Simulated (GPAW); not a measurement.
# HfN (P6_3/mmc) in GPAW: band structure with PBEsol

Aim: the band structure of HfN with PBEsol.

Everything below comes from runs of GPAW 26.7.0. Logs are shortened: lines on timing, memory, paths and dates and some standing lists are left out, and cuts for length are marked. The log counts tension as positive stress, the text compression.

### Step 1. Starting point

It takes space group P6_3/mmc (No. 194, hexagonal). Conventional cell: a = 3.134 Å, b = 3.134 Å, c = 5.417 Å, α = 90.00°, β = 90.00°, γ = 120.00°. Hf (site symmetry -6m2) has 6 N at 2.26 Å as nearest neighbours. N (site symmetry -3m) has 6 Hf at 2.26 Å as nearest neighbours.

The cell comes from a database or a generator and needn't be the stable form of this composition.

### Step 2. Band structure, PBEsol

run.py

```python
from ase import Atoms
from ase.dft.bandgap import bandgap
from ase.io import write
from ase.units import GPa
from gpaw import GPAW, PW, setup_paths

setup_paths.insert(0, '.')

atoms = Atoms(['Hf', 'Hf', 'N', 'N'],
              cell=[[3.1339080219, 0.0, 0.0],
                    [-1.566954011, 2.7140439601, 0.0],
                    [0.0, 0.0, 5.41676772]],
              scaled_positions=[[0.3333333333, 0.6666666667, 0.25],
                                [0.6666666667, 0.3333333333, 0.75],
                                [0.0, 0.0, 0.5],
                                [0.0, 0.0, 0.0]],
              pbc=True)

calc = GPAW(mode=PW(800),
            xc='PBEsol',
            kpts={'size': (7, 7, 4), 'gamma': True},
            occupations={'name': 'fermi-dirac', 'width': 0.05},
            nbands=33,
            convergence={'density': 1e-05, 'energy': 1e-05},
            maxiter=150,
            txt='gpaw.txt')
atoms.calc = calc
energy = atoms.get_potential_energy()
forces = atoms.get_forces()
stress = atoms.get_stress()
calc.write('gs.gpw')
write('result.traj', atoms)
print(f'Energy: {energy:.6f} eV')
print('Forces (eV/A):')
print(forces.round(4))
print('Stress (GPa):', (stress / GPa).round(3))
print('Fermi level:', round(calc.get_fermi_level(), 4), 'eV')
print(f'Gap: {bandgap(calc)[0]:.4f} eV, direct: {bandgap(calc, direct=True)[0]:.4f} eV')

path = atoms.cell.bandpath('GMKGALHA,LM,KH', npoints=60, eps=1e-4)
bs_calc = calc.fixed_density(kpts=path, symmetry='off', nbands=47,
                             convergence={'bands': 'CBM+6.0', 'eigenstates': 1e-6}, txt='bands.txt')
bs = bs_calc.band_structure()
bs.write('bs.json')
print(f'Gap on the path: {bandgap(bs_calc)[0]:.4f} eV')
```

Potentials or basis: PAW data sets generated in the run's folder for this functional, pw.

Started as:

```
$ gpaw-setup -f PBEsol Hf N
$ OMP_NUM_THREADS=1 python run.py
```

gpaw.txt:

```text
__  _  _
 | _ |_)|_||  |
 |__||  | ||/\| - 26.7.0

Input parameters:
  mode=PW(ecut=800.0),
  convergence={'density': 1e-05, 'energy': 1e-05},
  kpts=MonkhorstPack(size=(7, 7, 4), gamma=True),
  maxiter=150,
  nbands=33,
  occupations=Occupations(name='fermi-dirac', width=0.05),
  xc=XC(name='PBEsol')

Diagonalizing LCAO Hamiltonian
Converting LCAO to pw mode

            Hf

       N Hf

       N

Atoms  # Å, Bohr magnetons
|   | symbol |         x |        y |        z |    initial magnetic moments |
|---|--------|-----------|----------|----------|-----------------------------|
| 0 |     Hf | -0.000000 | 1.809363 | 1.354192 | ( 0.0000,  0.0000,  0.0000) |
| 1 |     Hf |  1.566954 | 0.904681 | 4.062576 | ( 0.0000,  0.0000,  0.0000) |
| 2 |      N |  0.000000 | 0.000000 | 2.708384 | ( 0.0000,  0.0000,  0.0000) |
| 3 |      N |  0.000000 | 0.000000 | 0.000000 | ( 0.0000,  0.0000,  0.0000) |

Unit cell  # Å
| periodic |         x |        y |        z |  lengths |     angles |
|----------|-----------|----------|----------|----------|------------|
|      yes |  3.133908 | 0.000000 | 0.000000 | 3.133908 |  90.000000 |
|      yes | -1.566954 | 2.714044 | 0.000000 | 3.133908 |  90.000000 |
|      yes |  0.000000 | 0.000000 | 5.416768 | 5.416768 | 120.000000 |

Number of symmetries: 12
Symmetry operations  # r_c * U_cc + t_c -> r_c
|    | kind |            matrix            |
|----|------|------------------------------|
|  0 |  σ   |  1, 1, 0,  0,-1, 0,  0, 0, 1 |
|  1 |  S6  |  1, 1, 0, -1, 0, 0,  0, 0,-1 |
|  2 |  E   |  1, 0, 0,  0, 1, 0,  0, 0, 1 |
|  3 |  C2  |  1, 0, 0, -1,-1, 0,  0, 0,-1 |
|  4 |  C2  |  0, 1, 0,  1, 0, 0,  0, 0,-1 |
|  5 |  C3  |  0, 1, 0, -1,-1, 0,  0, 0, 1 |
|  6 |  S6  |  0,-1, 0,  1, 1, 0,  0, 0,-1 |
|  7 |  σ   |  0,-1, 0, -1, 0, 0,  0, 0, 1 |
|  8 |  σ   | -1, 0, 0,  1, 1, 0,  0, 0, 1 |
|  9 |  i   | -1, 0, 0,  0,-1, 0,  0, 0,-1 |
| 10 |  C3  | -1,-1, 0,  1, 0, 0,  0, 0, 1 |
| 11 |  C2  | -1,-1, 0,  0, 1, 0,  0, 0,-1 |

BZ-sampling:
  Number of BZ points: 196
  Number of IBZ points: 28

  Monkhorst-Pack size: [7, 7, 4]
  Monkhorst-Pack shift: [0.0, 0.0, 0.125]

K-points  # in reciprocal-cell coordinates
|     |                                coordinates |     weight |
|-----|--------------------------------------------|------------|
|   0 | (  0.00000000,   0.00000000,   0.00000000) | 0.00510204 |
|   1 | (  0.00000000,   0.00000000,   0.25000000) | 0.01020408 |
|   2 | (  0.00000000,   0.00000000,   0.50000000) | 0.00510204 |
|   3 | (  0.14285714,   0.00000000,  -0.25000000) | 0.03061224 |
|   4 | (  0.14285714,   0.00000000,   0.00000000) | 0.03061224 |
|   5 | (  0.14285714,   0.00000000,   0.25000000) | 0.03061224 |
|   6 | (  0.14285714,   0.00000000,   0.50000000) | 0.03061224 |
|   7 | (  0.28571429,  -0.14285714,   0.00000000) | 0.03061224 |
|   8 | (  0.28571429,  -0.14285714,   0.25000000) | 0.06122449 |
|   9 | (  0.28571429,  -0.14285714,   0.50000000) | 0.03061224 |
| ... |                                            |            |
|  27 | (  0.42857143,   0.42857143,   0.50000000) | 0.03061224 |

Plane wave coefficients: 2400
Cutoff: 800.0 eV

Spin-components: 1 (collinear spins)
Bands:           33
Projectors:      22
Spin-degeneracy: 2
Datatype:        complex128

Parallelization:
  kpt:    1
  domain: 1
  band:   1

Density:
  Valence electrons: 34.0
  Components: 1
  Grid points: [21 21 36]
  Charge: 0.0  # |e|

Potential:
  Grid points: [21 21 36]

species:
  Hf:
    name:    Hafnium
    Z:       72.0
    valence: 12
    core:    60
    charge:  0.0  # [|e|]
    compensation charges:
      type: gauss
      rc: 0.41  # [Å]
      lmax: 2
    cutoffs:
      filter: 2.36  # [Å]
      core: 4.02  # [Å]
    projectors
    | kind |    occ | energy [eV] | rcut [Å] |
    |------|--------|-------------|----------|
    |   5s |  2.000 |     -66.855 |    1.397 |
    |   6s |  2.000 |      -5.120 |    1.397 |
    |   5p |  6.000 |     -35.615 |    1.307 |
    |   6p |  0.000 |      -1.375 |    1.307 |
    |   5d |  2.000 |      -2.724 |    1.334 |
    |    d |        |      24.487 |    1.334 |

    Using partial waves for Hf as LCAO basis

  N:
    name:    Nitrogen
    Z:       7.0
    valence: 5
    core:    2
    charge:  0.0  # [|e|]
    compensation charges:
      type: gauss
      rc: 0.18  # [Å]
      lmax: 2
    cutoffs:
      filter: 1.11  # [Å]
      core: 0.96  # [Å]
    projectors
    | kind |    occ | energy [eV] | rcut [Å] |
    |------|--------|-------------|----------|
    |   2s |  2.000 |     -18.455 |    0.603 |
    |   2p |  3.000 |      -7.035 |    0.529 |
    |    s |        |       8.756 |    0.603 |
    |    p |        |      20.177 |    0.529 |
    |    d |        |       0.000 |    0.577 |

    Using partial waves for N as LCAO basis

Reference energy: -822476.690814  # eV

eigensolver:
  PPCG
  Converge bands: occupied
  niter=2

density mixing:
  MSR1-Mixer
  Pratt-step length: 0.05
  Maximum mixing coefficient: 0.75
  Old densities: 10
  SVD Regularization: 0.005
  Good broyden scale: 1.0
  Trust region scale: 1.0
  Backstep threshold: 4.0
  History deletion threshold: 6.0
  Fourier metric: weight=20.0, sigma=0.015

occupation numbers:
  Fermi-Dirac:
    width: 0.0500  # eV

poisson solver:
  ecut: 6400.0  # eV

xc functional:
  name: PBEsol with 2 nearest neighbor stencil

convergence criteria:
- Maximum integral of absolute [dens]ity change: 1e-05 electrons / valence electron
- Maximum [total energy] change in last 3 cyles: 1e-05 eV / valence electron
- Maximum integral of absolute [eigenst]ate change: 4e-08 eV^2 / valence electron
maximum number of iterations: 150

SCF iterations
|iter     | |      energy | eigst |  dens |
|---------|-|-------------|-------|-------|
|iter:   1| |  -44.371084 | -0.04 |       |
|iter:   2| |  -43.325743 | -2.08 | -0.92 |
|iter:   3| |  -40.885342 | -1.26 | -0.98 |
|iter:   4| |  -40.895152 | -2.86 | -1.64 |
|iter:   5| |  -40.909143 | -3.11 | -1.86 |
|iter:   6| |  -40.909023 | -4.81 | -2.91 |
|iter:   7| |  -40.909054c| -5.71 | -3.46 |
|iter:   8| |  -40.909038c| -6.25 | -3.73 |
|iter:   9| |  -40.909039c| -7.61c| -4.14 |
|iter:  10| |  -40.909039c| -8.41c| -5.08c|

Converged in 10 steps
Energy contributions relative to reference atoms: (reference = -822476.690814)

Energy contributions:
  Kinetic:          39.360477
  Coulomb:         -40.012290
  Zero:             -0.540578
  External:          0.000000
  Xc:              -39.711328
  Entropy:          -0.010639
  Spinorbit:         0.000000
  ----------------------------
  Free energy:     -40.914358
  Extrapolated:    -40.909039

dipole moment: (-7.777015, -13.470184, -13.442115)  # |e|*Ang

Fermi level: 13.080
Eigenvalues  # (at kpt = [0.000, 0.000, 0.000])
| band index |      eig [eV] | occ [0-2] |
|------------|---------------|-----------|
|          0 |       -48.842 |     2.000 |
|        ... |               |           |
|          9 |        -0.805 |     2.000 |
|         10 |         4.671 |     2.000 |
|         11 |         8.566 |     2.000 |
|         12 |         8.566 |     2.000 |
|         13 |         9.732 |     2.000 |
|         14 |         9.732 |     2.000 |
[... 8 lines left out ...]
|         23 |        18.908 |     0.000 |
|         24 |        18.908 |     0.000 |
|        ... |               |           |
|         32 |        41.349 |     0.000 |

No gap
No difference between direct/indirect transitions

Forces  # eV/Ang
|        x |        y |        z |
|----------|----------|----------|
|  0.00000 |  0.00000 | -0.00001 |  # Hf   0
| -0.00000 | -0.00000 |  0.00001 |  # Hf   1
| -0.00000 | -0.00000 |  0.00000 |  # N    2
|  0.00000 | -0.00000 |  0.00000 |  # N    3

Stress tensor  # eV/Ang^3
|        x |         y |         z |
|----------|-----------|-----------|
| 0.010187 |  0.000000 |  0.000000 |
| 0.000000 |  0.010187 | -0.000000 |
| 0.000000 | -0.000000 |  0.016838 |

# Writing to gs.gpw (mode='')
```

It took 82 s on 1 thread of Intel Xeon Platinum 8488C (Sapphire Rapids), shared host; peak memory 0.39 GiB.

Results:

| Property | Result |
| --- | --- |
| Free energy | -40.9144 eV |
| Pressure | -2.0 GPa |
| Band gap along the path | none (metal or under the smearing width) |

Levels at the corners of the path, in eV from the Fermi level:
```
point  band 14  band 15  band 16  band 17  band 18  band 19  band 20  band 21
    Γ    -3.35    -3.35    -1.48    -0.43     0.91     0.91     1.31     2.03
    M    -5.26    -3.03    -2.61    -2.19     2.65     2.95     4.64     4.84
    K    -5.65    -5.65    -3.05     0.33     0.33     4.48     4.48     4.52
    Γ    -3.35    -3.35    -1.48    -0.43     0.91     0.91     1.31     2.03
    A    -4.16    -4.16    -4.16     2.06     2.06     3.10     3.10     3.10
    L    -5.26    -4.25    -4.25    -0.07    -0.07     4.93     4.93     4.99
    H    -4.77    -4.17    -4.17     0.74     0.74     3.23     3.23     6.06
    A    -4.16    -4.16    -4.16     2.06     2.06     3.10     3.10     3.10
    L    -5.26    -4.25    -4.25    -0.07    -0.07     4.93     4.93     4.99
    M    -5.26    -3.03    -2.61    -2.19     2.65     2.95     4.64     4.84
    K    -5.65    -5.65    -3.05     0.33     0.33     4.48     4.48     4.52
    H    -4.77    -4.17    -4.17     0.74     0.74     3.23     3.23     6.06
```

Caveat: spin-orbit coupling is left out, which moves the levels of the heavy elements.

### Step 3. The reference run

An earlier run on the cell as given: functional PBEsol; potentials or basis PAW data sets generated in the run's folder for this functional; cutoff 800 eV; basis pw; k mesh 10 × 10 × 5; occupations fermi-dirac, width 0.05 eV; no spin polarisation.

* Pressure: -2.1 GPa
* Band gap on the k mesh: none (metal or under the smearing width)
